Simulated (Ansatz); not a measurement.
Crystal: Ni.

```
Ni
1.0
     2.44802    0.00000    0.00000
    -1.22401    2.12005    0.00000
     0.00000    0.00000    4.07281
Ni
2
Direct
  0.66667 0.33333 0.75000
  0.33333 0.66667 0.25000
```

This isn't the form of Ni at room conditions, which is fcc.

Base run:

- Program: Ansatz 0.2.0
- Functional: PBEsol
- Potentials or basis: all-electron LAPW, scalar-relativistic
- Cutoff: 323 eV
- Density cutoff: 1290 eV
- Basis error allowed: 0.001 eV/atom
- k mesh: 12 × 12 × 7
- Occupations: fermi-dirac, width 0.05 eV
- Spin: no spin polarisation

Its results: band gap on the k mesh none (metal or under the smearing width); pressure -4.3 GPa.

Problem. The run is repeated on the same cell with these changes: spin from no spin polarisation to collinear spin, ferrimagnetic start. What comes out?

Solution. Band gap on the k mesh none (metal or under the smearing width); pressure -3.0 GPa; net moment 1.30 μB per cell; site moments Ni +0.68 μB.

Not every run made on this cell is shown here.
